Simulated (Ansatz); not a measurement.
A crystal relaxed with r2SCAN in the plane-wave code Ansatz has space group Fm-3m (No. 225) and a = 4.706 Å.

```json
{"atom": "Xx", "site": "4a", "x": "0.0000", "y": "0.0000", "z": "0.0000"}
{"atom": "O", "site": "4b", "x": "0.5000", "y": "0.0000", "z": "0.0000"}
```

With r2SCAN the valence top lies at L and the conduction bottom at Γ, 0.10 eV higher; the smallest vertical gap, at Γ, is 1.45 eV. HSE06 gives an indirect gap of 0.90 eV, from L to Γ; the least direct gap is 2.27 eV at Γ. PBE gives no gap: the lowest nominally empty band dips 0.42 eV below the top of the last filled one (its bottom at Γ, the top at L), so the cell is a metal or semimetal at this level. Meshes: r2SCAN 10×10×10, HSE06 6×6×6, PBE 10×10×10.

Problem. Which element is Xx?
A. Zn
B. Cd
C. Mg
D. Hg

Solution. B. Xx is Cd: CdO (started from an entry of an open crystallographic database). Cd has 6 O at 2.35 Å; O has 6 Cd at 2.35 Å.

Calculated for a static, non-magnetic cell.

The runs are scalar-relativistic, without spin-orbit coupling.

The meshes of the hybrids are coarse, so their gaps aren't converged to the digits shown.
